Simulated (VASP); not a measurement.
Set up this calculation in VASP 6.6.1, as the native input.

```yaml
Task: single point
Functional: PBEsol
Potentials_or_basis: VASP PAW PBE potentials, release 64 (In_d)
Cutoff: 520 eV
k_mesh: 18 × 18 × 18
Occupations: gaussian, width 0.1 eV
Spin: no spin polarisation
Further_INCAR_settings: ALGO = Normal; EDIFF = 1e-07; NBANDS = 12
```

The structure of In lies in POSCAR:

```
In
1.0
   -1.6947072700      1.6947072700      2.2973723900
    1.6947072700     -1.6947072700      2.2973723900
    1.6947072700      1.6947072700     -2.2973723900
In
1
Direct
    0.0000000000      0.0000000000      0.0000000000
```

The input as run:

INCAR

```
PREC     = Accurate       # precision mode
ENCUT    = 520            # plane-wave cutoff, eV
EDIFF    = 1E-7           # SCF threshold, eV
ISMEAR   = 0              # smearing method
SIGMA    = 0.1            # smearing width, eV
LREAL    = F              # projectors in reciprocal space
LASPH    = T              # aspherical terms in the spheres
NELM     = 60             # most SCF steps
ALGO     = Normal         # electronic algorithm
ISIF     = 2              # what is computed and relaxed
LWAVE    = F              # write WAVECAR
LCHARG   = T              # write CHGCAR
GGA      = PS             # functional
LELF     = T              # ELF
LVHAR    = T            
NBANDS   = 12             # bands
```

KPOINTS

```
regular mesh
0
Gamma
  18 18 18
```

Potentials or basis: VASP PAW PBE potentials, release 64 (In_d).

Command:

```bash
$ cat potpaw_PBE.64/In_d/POTCAR > POTCAR
$ mpirun -np 1 vasp_std > vasp.out
```

It gave:

* Pressure: -1.4 GPa
* Band gap on the k mesh: none (metal or under the smearing width)

Caveat: the PAW data sets were made with another functional, which shifts forces and pressure a little.

Run time: 59 s on 1 thread of Intel(R) Xeon(R) 6975P-C (Granite Rapids) (shared host), peak memory 0.27 GiB.
